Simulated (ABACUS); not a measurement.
# K (Fm-3m) in ABACUS: equation of state

Aim: energy against volume of K in PBE, for its equilibrium volume and stiffness.

Everything below comes from runs of ABACUS 3.10.1. Logs are shortened: lines on timing, memory, paths and dates and some standing lists are left out, and cuts for length are marked.

## (1) Starting point

Symmetry: Fm-3m, No. 225, cubic system. Conventional cell: a = 6.784 Å, b = 6.784 Å, c = 6.784 Å, α = 90.00°, β = 90.00°, γ = 90.00°.

This isn't the form of K at room conditions, which is bcc.

## (2) Equation of state, PBE, 73.36 Å³/atom (volume scaled by 0.94)

The input, INPUT:

```
INPUT_PARAMETERS
suffix              K
calculation         scf
basis_type          pw
pseudo_dir          ./
symmetry            1
dft_functional      pbe
ecutwfc             74
pseudo_rcut         10
nspin               1
nbands              9
ks_solver           dav
smearing_method     fd
smearing_sigma      0.00367493
scf_thr             1e-08
scf_nmax            100
mixing_type         broyden
mixing_beta         0.7
cal_force           1
cal_stress          1
kpar                4
```

The input, STRU:

```
ATOMIC_SPECIES
K 39.0983 K.upf

LATTICE_CONSTANT
1.8897261246

LATTICE_VECTORS
0.0000000000 3.3226314950 3.3226314950
3.3226314950 0.0000000000 3.3226314950
3.3226314950 3.3226314950 0.0000000000

ATOMIC_POSITIONS
Direct

K
0.0
1
0.0000000000 0.0000000000 0.0000000000 1 1 1
```

The input, KPT:

```
K_POINTS
0
Gamma
7 7 7 0 0 0
```

Potentials or basis: PseudoDojo NC SR 0.4.1 PBE standard, plane waves.

On the command line:

```sh
> OMP_NUM_THREADS=1 mpirun -np 4 abacus > log
```

running log:

```text
ABACUS v3.10.1

               Atomic-orbital Based Ab-initio Computation at UStc

 ------------------------------------------------------------------------------------

 READING GENERAL INFORMATION
                           global_out_dir = OUT.K/
                           global_in_card = INPUT
                               pseudo_dir = ./
                              orbital_dir =
                                    DSIZE = 4
                                    GSIZE = 1

 READING UNITCELL INFORMATION
                                    ntype = 1
                  lattice constant (Bohr) = 1.88973
              lattice constant (Angstrom) = 1

 READING ATOM TYPE 1
                               atom label = K
                      L=0, number of zeta = 1
                      L=1, number of zeta = 1
                      L=2, number of zeta = 1
             number of atom for this type = 1

                        TOTAL ATOM NUMBER = 1
DIRECT COORDINATES
    atom                   x                   y                   z     mag                  vx                  vy                  vz
taud_K1            0.0000000000        0.0000000000        0.0000000000  0.0000        0.0000000000        0.0000000000        0.0000000000

                          Volume (Bohr^3) = 495.077
                             Volume (A^3) = 73.3628

 Lattice vectors: (Cartesian coordinate: in unit of a_0)
                   +0            +3.32263            +3.32263
             +3.32263                  +0            +3.32263
             +3.32263            +3.32263                  +0
 Reciprocal vectors: (Cartesian coordinate: in unit of 2 pi/a_0)
            -0.150483           +0.150483           +0.150483
            +0.150483           -0.150483           +0.150483
            +0.150483           +0.150483           -0.150483
 The esolver type has been set to : ksdft_pw

                PAO radial cut off (Bohr) = 10

 Read in pseudopotential file is K.upf
                     pseudopotential type = NC
          exchange-correlation functional = PBE
                 nonlocal core correction = 1
                        valence electrons = 9
                                     lmax = 2
                           number of zeta = 3
                     number of projectors = 6
                           L of projector = 0
                           L of projector = 0
                           L of projector = 1
                           L of projector = 1
                           L of projector = 2
                           L of projector = 2
     initial pseudo atomic orbital number = 5

 SETUP THE ELECTRONS NUMBER
             electron number of element K = 9
       total electron number of element K = 9
            AUTOSET number of electrons:  = 9
                           occupied bands = 5
                                   NBANDS = 9
                                   NLOCAL = 9

%%%%%%%%%%%%%%%%%%%%%%%%%%%%%%%%%%%%%%%%%%%%%%%%%%%%%%%%%%%%%%%%%%%%%%%%%%%%%%%%%%%%%%%%%%%%%%%%%%%%%%%%%%
 Warning: the number of valence electrons in pseudopotential > 1 for K: [Ar] 4s1
 Pseudopotentials with additional electrons can yield (more) accurate outcomes, but may be less efficient.
 If you're confident that your chosen pseudopotential is appropriate, you can safely ignore this warning.
%%%%%%%%%%%%%%%%%%%%%%%%%%%%%%%%%%%%%%%%%%%%%%%%%%%%%%%%%%%%%%%%%%%%%%%%%%%%%%%%%%%%%%%%%%%%%%%%%%%%%%%%%%

 SETUP THE PLANE WAVE BASIS
 energy cutoff for charge/potential (unit:Ry) = 296
            fft grid for charge/potential = [ 50, 50, 50 ]
                        fft grid division = [ 1, 1, 1 ]
        big fft grid for charge/potential = [ 50, 50, 50 ]
                                     nbxx = 125000
                                     nrxx = 125000

 SETUP PLANE WAVES FOR CHARGE/POTENTIAL
                    number of plane waves = 42615
                         number of sticks = 1615

 PARALLEL PW FOR CHARGE/POTENTIAL
     PROC   COLUMNS(POT)             PW
        1           1615          42615
 --------------- sum -------------------
        1           1615          42615
                            number of |g| = 396
                                  max |g| = 26.6987
                                  min |g| = 0

----------- Double Check Mixing Parameters Begin ------------
mixing_type: broyden
mixing_beta: 0.7
mixing_gg0: 1
mixing_gg0_min: 0.1
mixing_ndim: 8
----------- Double Check Mixing Parameters End ------------

 LATTICE VECTORS: (CARTESIAN COORDINATE: IN UNIT OF A0)
                   +0            +3.32263            +3.32263
             +3.32263                  +0            +3.32263
             +3.32263            +3.32263                  +0
                       right hand lattice = 1
                                   NORM_A = 4.69891
                                   NORM_B = 4.69891
                                   NORM_C = 4.69891
                           ALPHA (DEGREE) = 60
                           BETA  (DEGREE) = 60
                           GAMMA (DEGREE) = 60

 The lattice vectors have been changed (STRU_SIMPLE.cif)

(for optimal symmetric configuration:)
                             BRAVAIS TYPE = 3
                     BRAVAIS LATTICE NAME = 03. Cubic F (face-centered)
                                    ibrav = 3
                                    IBRAV = 3
                                  BRAVAIS = FACE CENTERED CUBIC
                       LATTICE CONSTANT A = 6.64526
Original cell was already a primitive cell.
                        ROTATION MATRICES = 48
              PURE POINT GROUP OPERATIONS = 48
                   SPACE GROUP OPERATIONS = 48
                              POINT GROUP = O_h
               POINT GROUP IN SPACE GROUP = O_h

 SETUP K-POINTS
                                    nspin = 1
                   Input type of k points = Monkhorst-Pack(Gamma)
                                   nkstot = 343
                       right hand lattice = 1
(for reciprocal lattice: )
                             BRAVAIS TYPE = 2
                     BRAVAIS LATTICE NAME = 02. Cubic I (body-centered)
                                    ibrav = 2
                       right hand lattice = 1
(for k-lattice: )
                             BRAVAIS TYPE = 2
                     BRAVAIS LATTICE NAME = 02. Cubic I (body-centered)
                                    ibrav = 2
                       right hand lattice = 1
                        ROTATION MATRICES = 48
                               nkstot_ibz = 20
K-POINTS REDUCTION ACCORDING TO SYMMETRY
     IBZ    DIRECT_X    DIRECT_Y    DIRECT_Z  WEIGHT  ibz2bz
       1  0.00000000  0.00000000  0.00000000  0.0029       0
       2  0.14285714  0.14285714  0.14285714  0.0233       1
       3  0.28571429  0.28571429  0.28571429  0.0233       2
       4  0.42857143  0.42857143  0.42857143  0.0233       3
       5  0.14285714  0.14285714  0.00000000  0.0175       8
       6  0.28571429  0.14285714  0.28571429  0.0700       9
[... 12 lines left out ...]
      19 -0.42857143  0.42857143  0.14285714  0.0700      74
      20 -0.28571429  0.42857143  0.28571429  0.0700      75

                               nkstot now = 20
[... K-POINTS DIRECT COORDINATES: 20 rows ...]

           k-point number in this process = 5
       minimum distributed K point number = 5
[... stars of the k points ...]

[... K-POINTS CARTESIAN COORDINATES: 5 rows ...]

[... K-POINTS DIRECT COORDINATES: 5 rows ...]

 SETUP PLANE WAVES FOR WAVE FUNCTIONS
     energy cutoff for wavefunc (unit:Ry) = 74
              fft grid for wave functions = [ 50, 50, 50 ]
                    number of plane waves = 5985
                         number of sticks = 433

 PARALLEL PW FOR WAVE FUNCTIONS
     PROC   COLUMNS(POT)             PW
        1            433           5985
 --------------- sum -------------------
        1            433           5985

 SETUP NONLOCAL PSEUDOPOTENTIALS IN PLANE WAVE BASIS
 K non-local projectors:
 projector 1 L=0
 projector 2 L=0
 projector 3 L=1
 projector 4 L=1
 projector 5 L=2
 projector 6 L=2
      TOTAL NUMBER OF NONLOCAL PROJECTORS = 18

 Init Non-Local PseudoPotential table :
 Init Non-Local-Pseudopotential done.

                                     npwx = 5327

 Make real space PAO into reciprocal space.
       max mesh points in Pseudopotential = 1001
     dq(describe PAO in reciprocal space) = 0.01
                                    max q = 1037

 number of pseudo atomic orbitals for K is 3
WARNING: norm of atomic wavefunction # 3 of atomic type K is 0.990334, renormalized

 -------------------------------------------
 SELF-CONSISTENT
 -------------------------------------------
                                 init_chg = atomic

 PW ALGORITHM --------------- ION=   1  ELEC=   1--------------------------------
 Notice: Threshold on eigenvalues was too large.
 hsover_error=0.09 > DRHO=0.00128801
 Origin diag ethr = 0.01
 New diag ethr = 1.43112e-05

 Density error is 0.00127417829177
                          Error Threshold = 1.43112283402e-05
----------------------------------------------------------
     Energy           Rydberg                 eV
----------------------------------------------------------
 E_KohnSham     -60.1107247118       -817.8483669896
 E_Harris       -60.3465103397       -821.0563950353
 E_Fermi        0.1436953170         1.9550750876
----------------------------------------------------------

 PW ALGORITHM --------------- ION=   1  ELEC=   2--------------------------------

 Density error is 0.000171017011732
                          Error Threshold = 1.41575365753e-05
----------------------------------------------------------
     Energy           Rydberg                 eV
----------------------------------------------------------
 E_KohnSham     -60.1108792054       -817.8504689837
 E_Harris       -60.1601260004       -818.5205060032
 E_Fermi        0.1408690287         1.9166214615
----------------------------------------------------------

 PW ALGORITHM --------------- ION=   1  ELEC=   3--------------------------------

 Density error is 2.45382844672e-05
                          Error Threshold = 1.90018901925e-06
----------------------------------------------------------
     Energy           Rydberg                 eV
----------------------------------------------------------
 E_KohnSham     -60.1108858073       -817.8505588067
 E_Harris       -60.1284212473       -818.0891407070
 E_Fermi        0.1395422744         1.8985700436
----------------------------------------------------------

 PW ALGORITHM --------------- ION=   1  ELEC=   4--------------------------------

 Density error is 1.06933841137e-07
                          Error Threshold = 2.72647605191e-07
----------------------------------------------------------
     Energy           Rydberg                 eV
----------------------------------------------------------
 E_KohnSham     -60.1108870787       -817.8505761044
 E_Harris       -60.1106520405       -817.8473782458
 E_Fermi        0.1387921443         1.8883640004
----------------------------------------------------------

 PW ALGORITHM --------------- ION=   1  ELEC=   5--------------------------------

 Density error is 5.1477334956e-09
                          Error Threshold = 1.18815379041e-09
----------------------------------------------------------
     Energy           Rydberg                 eV
----------------------------------------------------------
 E_KohnSham     -60.1108871545       -817.8505771362
 E_KS(sigma->0) -60.1107892392       -817.8492449298
 E_Harris       -60.1110748948       -817.8531314737
 E_band         -10.4666043851       -142.4054583489
 E_one_elec     -36.8946506846       -501.9774750303
 E_Hartree      19.0694465364        259.4531306009
 E_xc           -12.7121554950       -172.9577485940
 E_Ewald        -29.5733316806       -402.3658197001
 E_entropy(-TS) -0.0001958306        -0.0026644127
 E_descf        0.0000000000         0.0000000000
 E_exx          0.0000000000         0.0000000000
 E_Fermi        0.1387954259         1.8884086492
----------------------------------------------------------

 charge density convergence is achieved
 final etot is -817.85057714 eV
 EFERMI = 1.8884086492 eV

 STATE ENERGY(eV) AND OCCUPATIONS    NSPIN == 1
 1/5 kpoint (Cartesian) = 0.0000 0.0000 0.0000 (5209 pws)
       1       -30.3154     0.00583090
       2       -13.7661     0.00583090
       3       -13.7661     0.00583090
       4       -13.7661     0.00583090
       5      -0.349412     0.00583090
       6        6.01585    8.22683e-39
       7        6.01585    8.22683e-39
       8        6.01585    8.22683e-39
       9        7.24586    1.70411e-49

 2/5 kpoint (Cartesian) = 0.021498 0.021498 0.021498 (5306 pws)
       1       -30.3147      0.0466472
       2       -13.7788      0.0466472
       3       -13.7678      0.0466472
       4       -13.7678      0.0466472
       5      -0.110687      0.0466472
       6        5.41529    1.08329e-32
       7        6.09054    1.47776e-38
       8        6.09054    1.47776e-38
       9        7.08225    3.59489e-47

 3/5 kpoint (Cartesian) = 0.042995 0.042995 0.042995 (5309 pws)
       1       -30.3131      0.0466472
       2       -13.8073      0.0466472
       3       -13.7718      0.0466472
       4       -13.7718      0.0466472
       5       0.575467      0.0466472
       6        4.23406    1.97144e-22
       7        6.02519    5.45982e-38
       8        6.02519    5.45982e-38
       9        7.22246    2.17668e-48

 4/5 kpoint (Cartesian) = 0.064493 0.064493 0.064493 (5327 pws)
       1       -30.3119      0.0466472
       2       -13.8298      0.0466472
       3       -13.7749      0.0466472
       4       -13.7749      0.0466472
       5        1.61863      0.0464366
       6        2.91358    5.81145e-11
       7        5.83279    2.56047e-36
       8        5.83279    2.56047e-36
       9        7.84329    8.81883e-54

 5/5 kpoint (Cartesian) = 0.0000 0.0000 0.042995 (5305 pws)
       1       -30.3145      0.0349854
       2       -13.7784      0.0349854
       3       -13.7707      0.0349854
       4       -13.7707      0.0349854
       5     -0.0319189      0.0349854
       6        5.45010    4.04935e-33
       7        6.05879    2.09130e-38
       8        6.05879    2.09130e-38
       9        6.52342    1.92622e-42

------------------------------------------------------------------------------------------
 TOTAL-FORCE (eV/Angstrom)
------------------------------------------------------------------------------------------
                        K1         0.0000000000         0.0000000000         0.0000000000
------------------------------------------------------------------------------------------

----------------------------------------------------------------
 TOTAL-STRESS (KBAR)
----------------------------------------------------------------
         0.1089710335        -0.0000000000         0.0000000000
        -0.0000000000         0.1089710335         0.0000000000
        -0.0000000000         0.0000000000         0.1089710335
----------------------------------------------------------------
 TOTAL-PRESSURE: 0.108971 KBAR

 --------------------------------------------
 !FINAL_ETOT_IS -817.8505771361661800 eV
 --------------------------------------------
```

Run time: 5.9 s. Hardware: 4 MPI ranks of AMD EPYC 7R13 (Zen 3), shared host; peak memory 0.36 GiB.

What came out:

| Item | Value |
| --- | --- |
| Free energy | -817.8506 eV |
| Pressure | 0.0 GPa |
| Band gap on the k mesh | none (metal or under the smearing width) |

## (3) Equation of state, PBE, 74.92 Å³/atom (volume scaled by 0.96)

INPUT is that of step 2.

The input, STRU:

```
ATOMIC_SPECIES
K 39.0983 K.upf

LATTICE_CONSTANT
1.8897261246

LATTICE_VECTORS
0.0000000000 3.3460310793 3.3460310793
3.3460310793 0.0000000000 3.3460310793
3.3460310793 3.3460310793 0.0000000000

ATOMIC_POSITIONS
Direct

K
0.0
1
0.0000000000 0.0000000000 0.0000000000 1 1 1
```

KPT is that of step 2.

Potentials or basis: PseudoDojo NC SR 0.4.1 PBE standard, plane waves.

On the command line:

```sh
> OMP_NUM_THREADS=1 mpirun -np 4 abacus > log
```

Wall time 6 s (4 MPI ranks of AMD EPYC 7R13 (Zen 3), shared host); peak memory 0.36 GiB.

The run converged. Its results:

| Property | Result |
| --- | --- |
| Free energy | -817.8503 eV |
| Pressure | -0.1 GPa |
| Band gap on the k mesh | none (metal or under the smearing width) |

## (4) Equation of state, PBE, 76.48 Å³/atom (volume scaled by 0.98)

INPUT is that of step 3.

The input, STRU:

```
ATOMIC_SPECIES
K 39.0983 K.upf

LATTICE_CONSTANT
1.8897261246

LATTICE_VECTORS
0.0000000000 3.3691078850 3.3691078850
3.3691078850 0.0000000000 3.3691078850
3.3691078850 3.3691078850 0.0000000000

ATOMIC_POSITIONS
Direct

K
0.0
1
0.0000000000 0.0000000000 0.0000000000 1 1 1
```

KPT is that of step 3.

On the command line:

```sh
> OMP_NUM_THREADS=1 mpirun -np 4 abacus > log
```

It took 6 s on 4 MPI ranks of AMD EPYC 7R13 (Zen 3), shared host; peak memory 0.4 GiB.

It converged, with:

```yaml
Free_energy: -817.8494 eV
Pressure: -0.1 GPa
Band_gap_on_the_k_mesh: none (metal or under the smearing width)
```

## (5) Equation of state, PBE, 78.05 Å³/atom

INPUT is that of step 4.

The input, STRU:

```
ATOMIC_SPECIES
K 39.0983 K.upf

LATTICE_CONSTANT
1.8897261246

LATTICE_VECTORS
0.0000000000 3.3918728180 3.3918728180
3.3918728180 0.0000000000 3.3918728180
3.3918728180 3.3918728180 0.0000000000

ATOMIC_POSITIONS
Direct

K
0.0
1
0.0000000000 0.0000000000 0.0000000000 1 1 1
```

KPT is that of step 4.

On the command line:

```sh
> OMP_NUM_THREADS=1 mpirun -np 4 abacus > log
```

Run time: 6.2 s. Hardware: 4 MPI ranks of AMD EPYC 7R13 (Zen 3), shared host; peak memory 0.4 GiB.

It converged, with:

```yaml
Free_energy: -817.8479 eV
Pressure: -0.2 GPa
Band_gap_on_the_k_mesh: none (metal or under the smearing width)
```

## (6) Equation of state, PBE, 79.61 Å³/atom (volume scaled by 1.02)

INPUT is that of step 5.

The input, STRU:

```
ATOMIC_SPECIES
K 39.0983 K.upf

LATTICE_CONSTANT
1.8897261246

LATTICE_VECTORS
0.0000000000 3.4143362065 3.4143362065
3.4143362065 0.0000000000 3.4143362065
3.4143362065 3.4143362065 0.0000000000

ATOMIC_POSITIONS
Direct

K
0.0
1
0.0000000000 0.0000000000 0.0000000000 1 1 1
```

KPT is that of step 5.

Potentials or basis: PseudoDojo NC SR 0.4.1 PBE standard, plane waves.

On the command line:

```sh
> OMP_NUM_THREADS=1 mpirun -np 4 abacus > log
```

It took 6.3 s on 4 MPI ranks of AMD EPYC 7R13 (Zen 3), shared host; peak memory 0.4 GiB.

It converged, with:

```
Free energy            : -817.8458 eV
Pressure               : -0.2 GPa
Band gap on the k mesh : none (metal or under the smearing width)
```

## (7) Equation of state, PBE, 81.17 Å³/atom (volume scaled by 1.04)

INPUT is that of step 6.

The input, STRU:

```
ATOMIC_SPECIES
K 39.0983 K.upf

LATTICE_CONSTANT
1.8897261246

LATTICE_VECTORS
0.0000000000 3.4365078421 3.4365078421
3.4365078421 0.0000000000 3.4365078421
3.4365078421 3.4365078421 0.0000000000

ATOMIC_POSITIONS
Direct

K
0.0
1
0.0000000000 0.0000000000 0.0000000000 1 1 1
```

KPT is that of step 6.

On the command line:

```sh
> OMP_NUM_THREADS=1 mpirun -np 4 abacus > log
```

Run time: 8 s. Hardware: 4 MPI ranks of AMD EPYC 7R13 (Zen 3), shared host; peak memory 0.4 GiB.

Results (log left out):

```
Free energy            : -817.8432 eV
Pressure               : -0.3 GPa
Band gap on the k mesh : none (metal or under the smearing width)
```

## (8) Equation of state, PBE, 82.73 Å³/atom (volume scaled by 1.06)

INPUT is that of step 7.

The input, STRU:

```
ATOMIC_SPECIES
K 39.0983 K.upf

LATTICE_CONSTANT
1.8897261246

LATTICE_VECTORS
0.0000000000 3.4583970173 3.4583970173
3.4583970173 0.0000000000 3.4583970173
3.4583970173 3.4583970173 0.0000000000

ATOMIC_POSITIONS
Direct

K
0.0
1
0.0000000000 0.0000000000 0.0000000000 1 1 1
```

KPT is that of step 7.

On the command line:

```sh
> OMP_NUM_THREADS=1 mpirun -np 4 abacus > log
```

It took 8.1 s on 4 MPI ranks of AMD EPYC 7R13 (Zen 3), shared host; peak memory 0.44 GiB.

It converged, with:

```yaml
Free_energy: -817.8402 eV
Pressure: -0.3 GPa
Band_gap_on_the_k_mesh: none (metal or under the smearing width)
```

(Continued in part 2 of 2.)
